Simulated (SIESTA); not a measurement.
Runs of SIESTA 5.4.2 on C. The structure is hexagonal, space group P6_3/mmc (No. 194). The conventional cell has a = 2.522 Å, b = 2.522 Å, c = 12.356 Å, α = 90.00°, β = 90.00°, γ = 120.00°. Around C (site symmetry 3m) lie 4 C at 1.54 Å. C (site symmetry 3m) is surrounded by 4 C at 1.54 Å. C (site symmetry 3m) is surrounded by 4 C at 1.54 Å. This is a hexagonal form of diamond, not graphite.

```tsv
task	level	potentials or basis	cell	k mesh	force tolerance	optimiser	gap on the mesh (eV)	pressure (GPa)	relaxed volume (Å³/atom)	largest force (eV/Å)
relaxation of cell and atoms	BLYP	PseudoDojo 0.4 standard (PBE files), DZP (energy shift 0.003 Ry)	relaxed	8 × 8 × 2	0.01 eV/Å	-	4.63	-0.1	(b)	-
band structure	BLYP	PseudoDojo 0.4 standard (PBE files), DZP (energy shift 0.003 Ry)	as given	12 × 12 × 3	-	-	4.75	25.1	-	0.34
band structure	AM05	PseudoDojo 0.4 standard (PBEsol files), DZP (energy shift 0.003 Ry)	as given	12 × 12 × 3	-	-	4.39	3.8	-	0.35
relaxation of cell and atoms	PBEsol	PseudoDojo 0.4 standard (PBEsol files), DZP (energy shift 0.003 Ry)	relaxed	8 × 8 × 2	0.01 eV/Å	-	4.39	-0.1	5.74	-
band structure	PBEsol	PseudoDojo 0.4 standard (PBEsol files), DZP (energy shift 0.003 Ry)	as given	12 × 12 × 3	-	-	4.39	5.4	-	0.35
band structure	RPBE	PseudoDojo 0.4 standard (PBE files), DZP (energy shift 0.003 Ry)	as given	12 × 12 × 3	-	-	4.60	12.9	-	0.34
relaxation of cell and atoms	vdW-DF-cx	PseudoDojo 0.4 standard (PBE files), DZP (energy shift 0.003 Ry)	relaxed to 20 GPa	8 × 8 × 2	0.02 eV/Å	Broyden	4.57	20.0	-	-
band structure	vdW-DF-cx	PseudoDojo 0.4 standard (PBE files), DZP (energy shift 0.003 Ry)	as given	12 × 12 × 3	-	-	(a)	8.5	-	0.35
```

Alike in all rows: no spin polarisation; smearing fermi-dirac 0.05 eV; grid cutoff 500 Ry; energy shift 0.003 Ry.

Problem. Estimate the missing entries.

Solution. (a) 4.47; (b) 6.01.

Caveats: the basis of atomic orbitals isn't converged, which shifts pressures, moduli and gaps; the potentials were made for another functional, which shifts forces and pressure (some runs); so large a pressure means that the cell lies far from this level's equilibrium, or that cutoff or potentials fall short (some runs).

A k mesh can miss the band edges.

Runs at the PBE level aren't shown here.
